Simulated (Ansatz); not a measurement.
**CuO: energy against total moment**

Aim: map the free energy of CuO against its total moment. A free run comes first, then runs with N↑ − N↓ held fixed. System: CuO, its deposited structure (space group C2/c); the cell holds 4 atoms. Source: COD entry 9016105; the sample's temperature and pressure aren't taken into account.

Computed with Ansatz 0.2.0 (DFT PBE+U, PAW, plane waves, scalar-relativistic; U − J = 4 eV on Cu d, unless a step's input says otherwise).

## (1) The structure to begin with

It takes space group C2/c (No. 15, monoclinic). Conventional cell: a = 4.683 Å, b = 3.421 Å, c = 5.129 Å, α = 90.00°, β = 99.57°, γ = 90.00°. Around Cu (site symmetry -1) lie 4 O at 1.95 to 1.96 Å. O (site symmetry 2) is surrounded by 4 Cu at 1.95 to 1.96 Å.

As a file:

```xyz
4
Lattice="2.3417 -1.7104 0.0000 2.3417 1.7104 0.0000 -0.8525 0.0000 5.0581" Properties=species:S:1:pos:R:3 pbc="T T T"
Cu    1.1708    0.8552    0.0000
Cu    0.7446   -0.8552    2.5290
O     2.1285   -0.2808    1.2645
O     1.7023    0.2808    3.7935
```

Labels such as O4 number the atoms in the order of the input file.

Each fixed run starts with its moment spread in parallel over the d and f atoms; the search for lower states is off.

Site moments are integrals over atomic spheres and don't add up to the total.

## (2) Parallel moments, free total moment

File input.yaml:

```yaml
crystal:
  lattice:
    - [2.34165, -1.7104, 0.0]
    - [2.34165, 1.7104, 0.0]
    - [-0.85251, 0.0, 5.05806]
  atoms:
    - { symbol: Cu, position: [0.0, 0.5, 0.0], spin: 1.0 }
    - { symbol: Cu, position: [0.5, 0.0, 0.5], spin: 1.0 }
    - { symbol: O, position: [0.5821, 0.4179, 0.25] }
    - { symbol: O, position: [0.4179, 0.5821, 0.75] }
magnetization:
  spin_polarized: true
hamiltonian:
  xc: pbe
  pseudopotentials: { kind: paw }
  hubbard: { sites: [{ species: Cu, l: d, u_eff: 4.0 }] }
basis:
  ecutwfc: 420
kpoints:
  mp_grid: { grid: [8, 8, 4] }
scf:
  occupations: { method: gaussian, width: 0.02 }
  lower_state_search: "off"
output:
  forces: true
  stress: true
  write_density: true
  write_potential: true
  elf: true
  volumetric_format: npy
```

Started as:

```
ansatz run input.yaml --threads 2 --pin off --max-ram 5120MiB --backend cpu --events-out ev --progress --plain --runs-dir out
```

Log:

```text
Cu: projections on atomic orbitals take those of the free atom [Ne] 3s2 3p6 3d10 4s1, of charge +0.00 (hamiltonian.pseudopotentials.projection_atoms); the dataset's partial waves leave at most 2.0e-6 of an orbital's norm unspanned inside its sphere
O: projections on atomic orbitals take those of the free atom [He] 2s2 2p4, of charge +0.00 (hamiltonian.pseudopotentials.projection_atoms); the dataset's partial waves leave at most 1.9e-8 of an orbital's norm unspanned inside its sphere
Engine: ansatz 0.2.0, aarch64-unknown-linux-gnu
Pseudopotentials: kind: paw
Pseudopotential: Cu, paw, valence charge 19, recommended cutoff 420 eV (normal), Cu.paw.azcp
Pseudopotential: O, paw, valence charge 6, recommended cutoff 420 eV (normal), O.paw.azcp
Functional definition: PBE
  parameter kappa = 0.804
  parameter beta = 0.06672455060314922
  exchange = pbe_x(kappa = kappa, mu = beta*pi^2/3)
  correlation = pbe_c(beta = beta)
Crystal: 4 atoms, lattice volume = 40.517 Å³
Basis set: ecut = 420 eV, 787 PW (Γ), exchange–correlation on 40×40×72 points (8 copies of the dense FFT grid, shifted against one another)
Bands: 32, of which v1, the nominal top of the filled ones, is band 25 counted from 1 (24 counted from 0)
Symmetry: 4 space group operations
Space group: C2/c (ITA 15), of the structure as read, at distance tolerance 3.4e-5 Å
Magnetic group: BNS 15.85 (UNI 92), of the structure as read, at distance tolerance 3.4e-5 Å
k-points: 78 of 256
Non-local potential: Cu, projectors of the file, l = 0: 3, l = 1: 2, l = 2: 3, l = 3: 1
Non-local potential: O, projectors of the file, l = 0: 2, l = 1: 2, l = 2: 1
PAW form: soft (Blöchl's): semilocal exchange-correlation on the pseudo side does not see the compensation charge
PAW one-centre angular grid: Cu, 590 points (default); XC on 64 Gauss nodes
PAW one-centre angular grid: O, 110 points (default); XC on 64 Gauss nodes
Initial density: superposition of atomic densities (chi_scale 0.1, normalization cell, long waves kept (reshape's long-wave potential 0.00 eV rms))
Starting moments: Σ|m| = 2 μB on 2 of 4 sites
Initial wavefunctions: pseudopotential atomic-orbital guess
Functional: x = pbe(κ = 0.804, μ = 0.2195149727645171), c = pbe(β = 0.06672455060314922)
iter 1 solved again at ethr=2.14e-3 eV; its pass at ethr=3.10e-3 eV (dr2=1.07e0 eV) is discarded
SCF iter   1: F=—  HF=-14379.913946 eV  |F-HF|=—  |Δ(HF+E_count)|=         —  Δρ=1.10e-1 (↑7.39e-2 ↓1.10e-1)  dr2=1.07e0  dr2_m=2.83e0  M=0.464 μB ∫|m|=0.510 μB  β_m=0.30  ethr=2.14e-3  ⟨swp⟩=1.0  Hψ=24253  notcnv=0
preconditioner: auto → Kerker (q_TF=auto, 2.826 Å⁻¹)  [metal: Δε(μ)=0.008 eV  Ē_g=14.253 eV  σ=0.020 eV  W_gap=0.21  n_scr=20 (ndim 8)  ℏωp=34.0 eV  f_vac=0.000  D(μ)=2.34/eV (n_scr^D=26)]
spin=Collinear: Kerker preconditioning applied to the charge; magnetization (m = ρ↑ − ρ↓) channel mixes plain (no charge-response kernel on spin).
SCF iter   2: F=—  HF=-14380.082030 eV  |F-HF|=—  |Δ(HF+E_count)|=   1.68e-1  Δρ=6.65e-2 (↑6.65e-2 ↓5.65e-2)  dr2=1.35e-1  dr2_m=1.27e0  M=0.533 μB ∫|m|=0.576 μB  β_m=0.30  ethr=2.14e-3  ⟨swp⟩=2.3  Hψ=7559  notcnv=0
SCF iter   3: F=—  HF=-14380.310581 eV  |F-HF|=—  |Δ(HF+E_count)|=   2.29e-1  Δρ=4.85e-2 (↑4.85e-2 ↓3.98e-2)  dr2=8.35e-2  dr2_m=6.48e-1  M=0.534 μB ∫|m|=0.572 μB  β_m=0.30  ethr=2.70e-4  ⟨swp⟩=2.5  Hψ=8856  notcnv=0  defer=299
SCF iter   4: F=—  HF=-14380.504021 eV  |F-HF|=—  |Δ(HF+E_count)|=   1.93e-1  Δρ=3.15e-2 (↑3.15e-2 ↓2.57e-2)  dr2=1.81e-2  dr2_m=3.01e-1  M=0.570 μB ∫|m|=0.604 μB  β_m=0.30  ethr=1.67e-4  ⟨swp⟩=2.7  Hψ=8820  notcnv=0  defer=304
SCF iter   5: F=—  HF=-14380.548546 eV  |F-HF|=—  |Δ(HF+E_count)|=   4.45e-2  Δρ=2.31e-2 (↑2.31e-2 ↓1.65e-2)  dr2=1.83e-2  dr2_m=1.44e-1  M=0.592 μB ∫|m|=0.623 μB  β_m=0.30  ethr=3.63e-5  ⟨swp⟩=2.4  Hψ=7129  notcnv=0  defer=307
SCF iter   6: F=—  HF=-14380.568001 eV  |F-HF|=—  |Δ(HF+E_count)|=   1.95e-2  Δρ=1.71e-2 (↑1.34e-2 ↓1.71e-2)  dr2=5.53e-3  dr2_m=8.47e-2  M=0.574 μB ∫|m|=0.603 μB  β_m=0.30  ethr=3.63e-5  ⟨swp⟩=2.3  Hψ=7637  notcnv=0  defer=309
SCF iter   7: F=—  HF=-14380.582224 eV  |F-HF|=—  |Δ(HF+E_count)|=   1.42e-2  Δρ=1.18e-2 (↑9.19e-3 ↓1.18e-2)  dr2=1.62e-3  dr2_m=4.08e-2  M=0.587 μB ∫|m|=0.614 μB  β_m=0.30  ethr=1.11e-5  ⟨swp⟩=2.0  Hψ=8508  notcnv=0  defer=310
SCF iter   8: F=—  HF=-14380.589265 eV  |F-HF|=—  |Δ(HF+E_count)|=   7.04e-3  Δρ=7.77e-3 (↑6.20e-3 ↓7.77e-3)  dr2=5.58e-4  dr2_m=1.81e-2  M=0.608 μB ∫|m|=0.633 μB  β_m=0.30  ethr=3.25e-6  ⟨swp⟩=1.0  Hψ=4683  notcnv=0  defer=310
SCF iter   9: F=—  HF=-14380.593505 eV  |F-HF|=—  |Δ(HF+E_count)|=   4.24e-3  Δρ=6.09e-3 (↑3.49e-3 ↓6.09e-3)  dr2=2.08e-3  dr2_m=8.41e-3  M=0.623 μB ∫|m|=0.647 μB  β_m=1.00  ethr=1.12e-6  ⟨swp⟩=2.0  Hψ=8014  notcnv=0  defer=310
SCF iter  10: F=—  HF=-14380.595044 eV  |F-HF|=—  |Δ(HF+E_count)|=   1.54e-3  Δρ=1.79e-3 (↑1.50e-3 ↓1.79e-3)  dr2=1.87e-4  dr2_m=9.55e-4  M=0.660 μB ∫|m|=0.686 μB  β_m=1.00  ethr=1.12e-6  ⟨swp⟩=2.0  Hψ=8647  notcnv=0  defer=310
SCF iter  11: F=—  HF=-14380.597345 eV  |F-HF|=—  |Δ(HF+E_count)|=   2.30e-3  Δρ=1.07e-3 (↑6.69e-4 ↓1.07e-3)  dr2=2.16e-4  dr2_m=2.24e-4  M=0.677 μB ∫|m|=0.704 μB  β_m=1.00  ethr=3.75e-7  ⟨swp⟩=2.4  Hψ=8029  notcnv=0  defer=310
SCF iter  12: F=—  HF=-14380.598676 eV  |F-HF|=—  |Δ(HF+E_count)|=   1.33e-3  Δρ=8.46e-4 (↑6.48e-4 ↓8.46e-4)  dr2=1.75e-5  dr2_m=2.04e-4  M=0.694 μB ∫|m|=0.721 μB  β_m=1.00  ethr=3.75e-7  ⟨swp⟩=2.0  Hψ=7998  notcnv=0  defer=310
SCF iter  13: F=—  HF=-14380.599842 eV  |F-HF|=—  |Δ(HF+E_count)|=   1.17e-3  Δρ=1.89e-3 (↑1.06e-3 ↓1.89e-3)  dr2=7.58e-4  dr2_m=6.47e-4  M=0.723 μB ∫|m|=0.750 μB  β_m=1.00  ethr=3.50e-8  ⟨swp⟩=2.0  Hψ=8657  notcnv=0  defer=310
SCF iter  14: F=—  HF=-14380.601017 eV  |F-HF|=—  |Δ(HF+E_count)|=   1.18e-3  Δρ=2.31e-3 (↑1.22e-3 ↓2.31e-3)  dr2=1.62e-3  dr2_m=7.87e-4  M=0.755 μB ∫|m|=0.782 μB  β_m=1.00  ethr=3.50e-8  ⟨swp⟩=2.0  Hψ=8646  notcnv=0  defer=310
SCF iter  15: F=—  HF=-14380.602300 eV  |F-HF|=—  |Δ(HF+E_count)|=   1.28e-3  Δρ=2.57e-3 (↑1.33e-3 ↓2.57e-3)  dr2=2.60e-3  dr2_m=7.90e-4  M=0.786 μB ∫|m|=0.814 μB  β_m=1.00  ethr=3.50e-8  ⟨swp⟩=2.0  Hψ=8648  notcnv=0  defer=310
SCF iter  16: F=—  HF=-14380.603789 eV  |F-HF|=—  |Δ(HF+E_count)|=   1.49e-3  Δρ=2.91e-3 (↑1.47e-3 ↓2.91e-3)  dr2=4.03e-3  dr2_m=7.87e-4  M=0.816 μB ∫|m|=0.844 μB  β_m=1.00  ethr=3.50e-8  ⟨swp⟩=2.0  Hψ=8803  notcnv=0  defer=310
SCF iter  17: F=—  HF=-14380.605659 eV  |F-HF|=—  |Δ(HF+E_count)|=   1.87e-3  Δρ=3.58e-3 (↑1.88e-3 ↓3.58e-3)  dr2=7.22e-3  dr2_m=9.11e-4  M=0.848 μB ∫|m|=0.877 μB  β_m=1.00  ethr=3.50e-8  ⟨swp⟩=2.0  Hψ=8701  notcnv=0  defer=310
SCF iter  18: F=—  HF=-14380.607513 eV  |F-HF|=—  |Δ(HF+E_count)|=   1.85e-3  Δρ=4.53e-3 (↑2.42e-3 ↓4.53e-3)  dr2=9.87e-3  dr2_m=2.00e-3  M=0.900 μB ∫|m|=0.929 μB  β_m=1.00  ethr=3.50e-8  ⟨swp⟩=2.0  Hψ=8620  notcnv=0  defer=310
SCF iter  19: F=—  HF=-14380.610471 eV  |F-HF|=—  |Δ(HF+E_count)|=   2.96e-3  Δρ=5.83e-3 (↑3.15e-3 ↓5.83e-3)  dr2=1.72e-2  dr2_m=3.16e-3  M=0.964 μB ∫|m|=0.993 μB  β_m=1.00  ethr=3.50e-8  ⟨swp⟩=2.0  Hψ=8677  notcnv=0  defer=310
SCF iter  20: F=—  HF=-14380.615113 eV  |F-HF|=—  |Δ(HF+E_count)|=   4.64e-3  Δρ=8.06e-3 (↑4.25e-3 ↓8.06e-3)  dr2=3.08e-2  dr2_m=6.38e-3  M=1.055 μB ∫|m|=1.084 μB  β_m=1.00  ethr=3.50e-8  ⟨swp⟩=2.0  Hψ=8798  notcnv=0  defer=309
SCF iter  21: F=—  HF=-14380.621943 eV  |F-HF|=—  |Δ(HF+E_count)|=   6.83e-3  Δρ=9.56e-3 (↑5.25e-3 ↓9.56e-3)  dr2=4.93e-2  dr2_m=7.55e-3  M=1.152 μB ∫|m|=1.182 μB  β_m=1.00  ethr=3.50e-8  ⟨swp⟩=2.0  Hψ=8973  notcnv=0  defer=309
SCF iter  22: F=—  HF=-14380.631233 eV  |F-HF|=—  |Δ(HF+E_count)|=   9.29e-3  Δρ=9.83e-3 (↑6.05e-3 ↓9.83e-3)  dr2=6.95e-2  dr2_m=4.37e-3  M=1.220 μB ∫|m|=1.253 μB  β_m=1.00  ethr=3.50e-8  ⟨swp⟩=2.0  Hψ=8932  notcnv=0  defer=309
SCF iter  23: F=—  HF=-14380.643108 eV  |F-HF|=—  |Δ(HF+E_count)|=   1.19e-2  Δρ=1.26e-2 (↑7.43e-3 ↓1.26e-2)  dr2=1.06e-1  dr2_m=8.56e-3  M=1.319 μB ∫|m|=1.353 μB  β_m=1.00  ethr=3.50e-8  ⟨swp⟩=2.0  Hψ=9040  notcnv=0  defer=307
SCF iter  24: F=—  HF=-14380.657244 eV  |F-HF|=—  |Δ(HF+E_count)|=   1.41e-2  Δρ=1.35e-2 (↑8.98e-3 ↓1.35e-2)  dr2=1.50e-1  dr2_m=5.32e-3  M=1.389 μB ∫|m|=1.426 μB  β_m=1.00  ethr=3.50e-8  ⟨swp⟩=2.1  Hψ=8913  notcnv=0  defer=307
SCF iter  25: F=—  HF=-14380.674067 eV  |F-HF|=—  |Δ(HF+E_count)|=   1.68e-2  Δρ=1.78e-2 (↑1.09e-2 ↓1.78e-2)  dr2=2.26e-1  dr2_m=1.51e-2  M=1.521 μB ∫|m|=1.559 μB  β_m=1.00  ethr=3.50e-8  ⟨swp⟩=2.0  Hψ=8876  notcnv=0  defer=306
SCF iter  26: F=—  HF=-14380.698466 eV  |F-HF|=—  |Δ(HF+E_count)|=   2.44e-2  Δρ=2.25e-2 (↑1.37e-2 ↓2.25e-2)  dr2=3.57e-1  dr2_m=2.46e-2  M=1.687 μB ∫|m|=1.728 μB  β_m=1.00  ethr=3.50e-8  ⟨swp⟩=2.5  Hψ=9814  notcnv=0  defer=305
SCF iter  27: F=—  HF=-14380.734056 eV  |F-HF|=—  |Δ(HF+E_count)|=   3.56e-2  Δρ=2.72e-2 (↑1.71e-2 ↓2.72e-2)  dr2=5.53e-1  dr2_m=2.98e-2  M=1.864 μB ∫|m|=1.909 μB  β_m=1.00  ethr=3.50e-8  ⟨swp⟩=3.3  Hψ=12484  notcnv=0  defer=308
SCF iter  28: F=—  HF=-14380.779142 eV  |F-HF|=—  |Δ(HF+E_count)|=   4.51e-2  Δρ=2.80e-2 (↑2.10e-2 ↓2.80e-2)  dr2=7.38e-1  dr2_m=1.09e-2  M=1.945 μB ∫|m|=1.999 μB  β_m=0.30  ethr=3.50e-8  ⟨swp⟩=3.2  Hψ=12175  notcnv=0  defer=310
Mixer restart at iter 28: flushing history
spin-set hold released at iteration 28 (site moments' squared step at or under half its running peak, from the soft ceiling on): the magnetisation degrees of freedom join the quasi-Newton model from the next iteration; the mixer history was flushed
SCF iter  29: F=—  HF=-14380.699669 eV  |F-HF|=—  |Δ(HF+E_count)|=   7.95e-2  Δρ=9.42e-3 (↑9.42e-3 ↓5.73e-3)  dr2=7.90e-2  dr2_m=2.14e-3  M=1.905 μB ∫|m|=1.957 μB  β_m=0.37  ethr=3.50e-8  ⟨swp⟩=4.3  Hψ=16899  notcnv=0  defer=316
SCF iter  30: F=—  HF=-14380.694772 eV  |F-HF|=—  |Δ(HF+E_count)|=   4.90e-3  Δρ=5.76e-3 (↑5.76e-3 ↓5.13e-3)  dr2=3.75e-2  dr2_m=1.08e-3  M=1.920 μB ∫|m|=1.977 μB  β_m=0.46  ethr=3.50e-8  ⟨swp⟩=3.1  Hψ=14422  notcnv=0  defer=371
SCF iter  31: F=—  HF=-14380.690390 eV  |F-HF|=—  |Δ(HF+E_count)|=   4.38e-3  Δρ=2.51e-3 (↑1.61e-3 ↓2.51e-3)  dr2=2.33e-3  dr2_m=4.69e-4  M=1.922 μB ∫|m|=1.985 μB  β_m=0.62  ethr=3.50e-8  ⟨swp⟩=3.5  Hψ=13659  notcnv=0  defer=371
SCF iter  32: F=—  HF=-14380.691185 eV  |F-HF|=—  |Δ(HF+E_count)|=   7.95e-4  Δρ=1.74e-3 (↑6.71e-4 ↓1.74e-3)  dr2=7.31e-4  dr2_m=2.33e-4  M=1.921 μB ∫|m|=1.987 μB  β_m=0.81  ethr=3.50e-8  ⟨swp⟩=3.0  Hψ=11616  notcnv=0  defer=370
SCF iter  33: F=—  HF=-14380.691681 eV  |F-HF|=—  |Δ(HF+E_count)|=   4.96e-4  Δρ=7.36e-4 (↑1.68e-4 ↓7.36e-4)  dr2=1.54e-4  dr2_m=5.65e-5  M=1.915 μB ∫|m|=1.982 μB  β_m=0.87  ethr=3.50e-8  ⟨swp⟩=2.6  Hψ=9996  notcnv=0  defer=370
SCF iter  34: F=—  HF=-14380.691673 eV  |F-HF|=—  |Δ(HF+E_count)|=   8.38e-6  Δρ=5.68e-5 (↑4.93e-5 ↓5.68e-5)  dr2=1.99e-6  dr2_m=5.83e-7  M=1.916 μB ∫|m|=1.984 μB  β_m=0.94  ethr=3.50e-8  ⟨swp⟩=2.0  Hψ=8550  notcnv=0  defer=370
SCF iter  35: F=—  HF=-14380.691673 eV  |F-HF|=—  |Δ(HF+E_count)|=   5.62e-7  Δρ=1.70e-5 (↑1.70e-5 ↓1.60e-5)  dr2=2.95e-7  dr2_m=1.50e-8  M=1.917 μB ∫|m|=1.984 μB  β_m=0.97  ethr=3.99e-9  ⟨swp⟩=2.5  Hψ=7820  notcnv=0  defer=370
SCF iter  36: F=-14380.691674 eV  HF=-14380.691674 eV  |F-HF|=7.76e-9  |Δ(HF+E_count)|=   1.37e-7  Δρ=7.25e-6 (↑5.37e-6 ↓7.25e-6)  dr2=3.39e-8  dr2_m=5.55e-9  M=1.916 μB ∫|m|=1.984 μB  ethr=2.00e-10  ⟨swp⟩=9.5  Hψ=32104  notcnv=0
the last iteration of the SCF fills more bands at one k-point than at another: 25 at σ=↑ k=0 and 26 at σ=↑ k=1; 24 at σ=↓ k=0 and 25 at σ=↓ k=67 (a band counts as filled where it holds over half of its capacity, the bands of one level by their mean; [...]
SCF 1 converged in 36 iterations: F = -14380.691674 eV  dr2 = 3.39e-8
SCF converged after 36 iterations
Magnetization: 1.9165 μB (25.9582 up, 24.0418 down)
Absolute magnetization: 1.9628 μB (∫|ρ↑−ρ↓|, with the PAW one-centre terms)
Spin contamination: 0.0054 ħ² per cell (⟨S²⟩ above its minimum at these occupations)
Per-site moments (μB) at R_I (Å): [(0.6083822712946448, 0.8048283068614973), (0.6083822712946455, 0.8048283068614972), (0.3202727944823588, 0.8048283068614973), (0.3202727944823588, 0.8048283068614972)]
Free energy (F): -14380.691674 eV
Harris-Foulkes:  -14380.691674 eV  (|F-HF|=7.76e-9)
Internal energy: -14380.691527 eV  (E = F + TS)
E sigma→0 (E₀):  -14380.691600 eV
Entropy (-TS):   -0.000146 eV (-0.037 meV/atom)
Fermi energy:    11.862921 eV
--- Per-component energies (eV) ---
  E_band       = -892.443507
  E_kinetic    = 943.353767
  E_local      = -9653.004627  (includes V_loc(G=0)·N_el)
  E_nonlocal   = 876.995616
  E_hartree    = 4178.728123
  E_xc         = -323.908745
  E_vxc        = -415.819231  (∫ρ·V_xc dr)
  E_hubbard    = 1.288649  (on-site DFT+U / exact-exchange correction)
  E_vhub       = -34.906231  (the Hubbard potential's part of the band-sum identity)
  E_paw        = -3638.012183  (= ΣΔE_a)
  E_vpaw       = -966.512316  (= ΣTr[D̂ρ^β])
  E_aug_tail   = 0.005649  (compensation charges beyond the density's cutoff)
  E_ewald      = -6766.137776
  E_smearing   = -0.000146  (= −TS)
  E_closure    = -0.000000  (closes the sum)
  Σ components = -14380.691674   (vs F -14380.691674, Δ=0.00e0)
--- Forces (eV/Å), atoms counted from 1 ---
  atom   1  Cu    -0.00000000     0.00000000     0.00000000
  atom   2  Cu    -0.00000000     0.00000000     0.00000000
  atom   3  O      0.00000000     0.07450488    -0.00000000
  atom   4  O     -0.00000000    -0.07450488     0.00000000
  max |Σ_I F_I| component: 1.89e-29 eV/Å
--- Stress (GPa, compression-positive) ---
        7.694456       0.000000       0.033114
       -0.000000       8.716517      -0.000000
        0.033365      -0.000000       8.986637
  P = ⅓ Tr σ = 8.4659 GPa (84.659 kbar)
--- Band table (eV; the first three rows and the last of 156) ---
  k-point 0 ↑: bands = ["-100.9509", "-100.9504", "-58.6669", "-58.6633", "-58.6066", "-58.6019", "-57.6451", "-57.6447", "-7.7841", "-6.4124", "3.4692", "4.8426", "5.2234", "6.6942", "6.8827", "7.0205", "7.3084", "7.4687", "7.6513", "7.7735", "8.7649", "9.0966", "9.1149", "9.5055", "11.3890", "12.0094", "13.6306", "18.2398", "20.2674", "25.5453", "27.8762", "28.5838"]
  k-point 1 ↑: bands = ["-100.9507", "-100.9503", "-58.6663", "-58.6638", "-58.6060", "-58.6027", "-57.6451", "-57.6448", "-7.6133", "-6.6515", "4.0065", "4.9458", "5.2331", "6.4119", "6.7614", "6.8514", "7.3602", "7.3773", "7.5734", "7.6993", "8.6283", "8.8664", "9.4253", "9.5343", "11.2945", "11.7698", "14.4839", "17.3683", "21.5318", "25.5721", "26.8806", "27.2457"]
  k-point 2 ↑: bands = ["-100.9503", "-100.9503", "-58.6650", "-58.6650", "-58.6044", "-58.6044", "-57.6449", "-57.6449", "-7.1654", "-7.1654", "5.1524", "5.1524", "5.2935", "5.2935", "6.6389", "6.6389", "7.4066", "7.4066", "7.5735", "7.5735", "8.4616", "8.4616", "9.8509", "9.8509", "11.3075", "11.3075", "15.9767", "15.9767", "23.8599", "23.8599", "26.4700", "26.4700"]
  k-point 77 ↓: bands = ["-100.1307", "-100.1307", "-57.6212", "-57.6212", "-57.6015", "-57.6015", "-57.3365", "-57.3365", "-5.7137", "-5.7137", "5.4703", "5.4703", "6.1639", "6.1639", "7.3684", "7.3684", "7.7441", "7.7441", "8.0710", "8.0710", "9.3657", "9.3657", "10.1666", "10.1666", "12.6192", "12.6192", "17.4665", "17.4665", "21.4329", "21.4329", "25.2968", "25.2968"]
Occupation matrices written to <dir>
```

It took 18 s on 2 threads of Arm Neoverse V2, shared host; peak memory 0.48 GiB.

Moments: Cu1 0.61, Cu2 0.61, O3 0.32, O4 0.32 μB; total 1.92 μB per cell.

Axes a, b and c in the maps are those of this run's conventional cell (a, b, c = 4.683, 3.421, 5.129 Å).

Density in a lattice plane of the grid's cell (edges 4.68 and 5.13 Å, at 0.250 of the third edge), which holds Cu. It is the smooth density of the valence electrons, not physical close to the nuclei.

Ten even steps from ' ' (0.06 e/Å³) to '@' (53.05 e/Å³):
```
      ..--++++::                            
        ......                              
                                            
                                            
                                            
                                            
                                            
                                ......      
                              ::++++--..    
                            ..==@@@@==..    
                            ..--++++::      
                              ......        
                                            
                                            
                                            
                                            
                                            
          ......                            
        ::++++--..                          
      ..==@@@@==..                          
```
Columns run along the first of these edges and rows up along the second, over one cell in 22 and 20 even steps from the bottom left corner. Atoms in the plane (fractional): Cu at (0.25, 0.00), Cu at (0.75, 0.50).

Spin density (up less down) in a lattice plane of the grid's cell (edges 4.68 and 5.13 Å, at 0.250 of the third edge), which holds Cu.

Ten even steps from ' ' (0.00 e/Å³) to '@' (2.08 e/Å³):
```
        --****--..                          
        ........                            
                                            
                                            
                                            
                                            
                                            
                              ........      
                            ..--****--      
                            ..==@@@@==..    
                              --****--..    
                              ........      
                                            
                                            
                                            
                                            
                                            
        ........                            
      ..--****--                            
      ..==@@@@==..                          
```
Columns run along the first of these edges and rows up along the second, over one cell in 22 and 20 even steps from the bottom left corner. Atoms in the plane (fractional): Cu at (0.25, 0.00), Cu at (0.75, 0.50).

(Part 1 of 2 ends here.)
